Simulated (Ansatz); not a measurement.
A run of Ansatz 0.2.0 is set up as follows.

Contents of input.yaml:

```yaml
crystal:
  lattice:
    - [-1.65128, 1.65128, 1.65128]
    - [1.65128, -1.65128, 1.65128]
    - [1.65128, 1.65128, -1.65128]
  atoms:
    - { symbol: Ta, position: [0.0, 0.0, 0.0] }
kpoints:
  mp_grid: { grid: [11, 11, 11] }
scf:
  occupations: { method: fermi_dirac, width: 0.05 }
hamiltonian:
  xc: pbesol
  pseudopotentials: { kind: all_electron, lapw: { basis_error: 0.001 } }
output:
  forces: true
  stress: true
relax:
  f_tol: 0.01
  max_steps: 60
  cell: { p_target: 20 }
```

Potentials or basis: all-electron LAPW, scalar-relativistic.

Launch:

```sh
$ ansatz run input.yaml --threads 1 --pin off --max-ram 3072MiB --backend cpu --events-out ev --progress --plain --runs-dir out
```

(1) Predict the space group after relaxing (to 0.05 Å).

(2) Estimate the relaxed cell.

(3) Estimate the relaxed volume.

Results:

(1) Im-3m (No. 229).

(2) a = 2.765 Å, b = 2.765 Å, c = 2.765 Å, α = 109.47°, β = 109.47°, γ = 109.47°.

(3) 16.27 Å³/atom.
